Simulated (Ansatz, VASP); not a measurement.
**One calculation of GaP, two programs**

Contents of POSCAR:

```
GaP
1.0
    0.0000000000      2.7254101930      2.7968159400
    2.7254101930      0.0000000000      2.7968159400
    2.7254101930      2.7254101930      0.0000000000
Ga P
1 1
Direct
    0.0000000000      0.0000000000      0.0000000000
    0.2500000000      0.2500000000      0.2500000000
```

INCAR.step1

```
SYSTEM = GaP
  ALGO = Normal
  EDIFF = 1E-4
  ENCUT = 520
  GGA = PE
  ISMEAR = 0
  LASPH = .TRUE.
  LCHARG = .FALSE.
  LREAL = .FALSE.
  LWAVE = .TRUE.
  NBANDS = 16
  NELM = 100
  PREC = Accurate
  SIGMA = 0.01
```

File INCAR.step2:

```
SYSTEM = GaP
  ALGO = Normal
  EDIFF = 1E-6
  ENCUT = 520
  ISIF = 2
  ISMEAR = 0
  ISTART = 1
  LASPH = .TRUE.
  LCHARG = .TRUE.
  LELF = .TRUE.
  LMIXTAU = .TRUE.
  LREAL = .FALSE.
  LVHAR = .TRUE.
  LWAVE = .FALSE.
  METAGGA = R2SCAN
  NBANDS = 16
  NELM = 100
  PREC = Accurate
  SIGMA = 0.01
```

Contents of KPOINTS:

```
k-points
0
G
  8 8 8
  0 0 0
```

Input for Ansatz:

```yaml
crystal:
  lattice:
    - [0.0, 2.725410193, 2.79681594]
    - [2.725410193, 0.0, 2.79681594]
    - [2.725410193, 2.725410193, 0.0]
  atoms:
    - { symbol: Ga, position: [0.0, 0.0, 0.0] }
    - { symbol: P, position: [0.25, 0.25, 0.25] }
kpoints:
  mp_grid: { grid: [8, 8, 8] }
  band_path:
    path:
      - [0.0, 0.0, 0.0]
      - [-0.5, -0.5, 0.0]
      - [-0.375, -0.375, 0.25]
      - [-0.375, 0.0, 0.375]
      - [0.0, 0.0, 0.5]
      - [-0.5, -0.25, 0.25]
      - [0.0, 0.421875, 0.421875]
    npoints: 1
hamiltonian:
  xc: r2scan
scf:
  occupations: { method: fixed }
  n_extra_bands: 4
output:
  forces: true
  stress: true
  eigenvalues: true
```

Change from the starting cell: uniaxial_z strain +2.6%.

Alike in both runs: task single point; functional r2SCAN; k mesh 8 × 8 × 8; no spin polarisation.

```csv
,VASP,Ansatz
version,VASP 6.6.1,Ansatz 0.2.0
potentials or method,"VASP PAW PBE potentials, release 64 (Ga_d, P)","plane waves, PAW"
plane-wave cutoff (eV),520,500
occupations,"gaussian, width 0.01 eV",fixed
valence electrons in the cell,18,18
```

```tsv
	VASP	Ansatz	Ansatz less VASP
gap on the k mesh at the Fermi level (eV)	1.81	1.80	-0.008
pressure (GPa)	-2.2	-2.1	+0.10
largest component of the traceless stress (GPa)	1.47	1.46	-0.008
```

Caveats: the PAW data sets were made with another functional, which shifts forces and pressure a little (VASP). A k mesh can miss the band edges.
